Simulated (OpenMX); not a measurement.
A run of OpenMX 3.8.5 is set up as follows.

TaS2.dat

```
System.CurrrentDirectory             ./
System.Name                          TaS2
DATA.PATH                            ./DFT_DATA13
level.of.stdout                      1
level.of.fileout                     1
Species.Number                       3
<Definition.of.Atomic.Species
  S   S7.0-s2p2d1f1          S_PBE13
  Ta  Ta7.0-s3p2d2f1         Ta_PBE13
  E   H7.0-s2p1              E
Definition.of.Atomic.Species>

Atoms.Number                         8
Atoms.SpeciesAndCoordinates.Unit     FRAC
<Atoms.SpeciesAndCoordinates
    1  S     0.2380000000    0.2380000000    0.2451941938   3.000  3.000
    2  Ta    0.5800000000    0.5800000000    0.3161043546   6.500  6.500
    3  S     0.2380000000    0.2380000000    0.3870145155   3.000  3.000
    4  S     0.7380000000    0.7380000000    0.6129854845   3.000  3.000
    5  Ta    0.0800000000    0.0800000000    0.6838956454   6.500  6.500
    6  S     0.7380000000    0.7380000000    0.7548058062   3.000  3.000
    7  E     0.7380000000    0.7380000000    0.8267294364   0.000  0.000
    8  E     0.2380000000    0.2380000000    0.1732705636   0.000  0.000
Atoms.SpeciesAndCoordinates>

Atoms.UnitVectors.Unit               Ang
<Atoms.UnitVectors
     3.2823349159    0.0000000000    0.0000000000
     1.6304850471    2.8487262085    0.0000000000
     0.0000000000    0.0000000000   30.5880000000
Atoms.UnitVectors>

scf.XcType                           GGA-PBE
scf.SpinPolarization                 off
scf.ElectronicTemperature            580.226
scf.energycutoff                     400.0
scf.maxIter                          100
scf.EigenvalueSolver                 band
scf.Kgrid                            9 9 1
scf.Mixing.Type                      rmm-diisk
scf.Init.Mixing.Weight               0.05
scf.Min.Mixing.Weight                0.001
scf.Max.Mixing.Weight                0.3
scf.Mixing.History                   25
scf.Mixing.StartPulay                8
scf.criterion                        1.0e-8
MD.Type                              nomd
```

Potentials or basis: OpenMX 2013 PBE set, S7.0-s2p2d1f1, Ta7.0-s3p2d2f1, grid cutoff 400 Ry.

The run is started by

```sh
$ openmx TaS2.dat -nt 1 > TaS2.std
```

(1) What does it give for the band gap on the k mesh?

(2) Estimate the work function.

(3) What does it give for the Mulliken charges?

Results:

(1) none (metal or under the smearing width).

(2) 5.89 eV.

(3) S -0.21; Ta +0.43 e.

Caveat: the basis of atomic orbitals isn't converged, which shifts pressures, moduli and gaps.
